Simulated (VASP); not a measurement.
Here is a VASP 6.6.1 calculation.

File INCAR:

```
SYSTEM = Ge
PREC = Accurate ; ENCUT = 520
EDIFF = 1E-6 ; ISMEAR = 0
SIGMA = 0.1 ; LREAL = .FALSE.
LASPH = .TRUE. ; NELM = 100
ALGO = Fast ; ISIF = 2
LWAVE = .FALSE. ; LCHARG = .FALSE.
GGA = PE ; NBANDS = 36
```

Contents of KPOINTS:

```
Automatic mesh
0
G
  4 4 4
  0 0 0
```

The input POSCAR:

```
Ge
1.0
    4.7351492461      0.0000000000      0.0000000000
    0.0000000000      4.7351492461      0.0000000000
    0.0000000000      0.0000000000      4.7351492461
Ge
4
Direct
    0.0300000000      0.0300000000      0.0300000000
    0.4700000000      0.9700000000      0.5300000000
    0.5300000000      0.4700000000      0.9700000000
    0.9700000000      0.5300000000      0.4700000000
```

Potentials or basis: VASP PAW PBE potentials, release 64 (Ge_d).

Run with:

```sh
$ cat potpaw_PBE.64/Ge_d/POTCAR > POTCAR
$ mpirun -np 1 vasp_std > vasp.out
```

Question: What does it give for the pressure?

Answer: -10.1 GPa.

Question: What does it give for the largest force?

Answer: 0.289 eV/Å.

Question: Estimate the band gap on the k mesh.

Answer: None (metal or under the smearing width).

Forces in eV/Å, atoms in the order of the input:
```
Ge   0.167  0.167  0.167
Ge  -0.167 -0.167  0.167
Ge   0.167 -0.167 -0.167
Ge  -0.167  0.167 -0.167
```
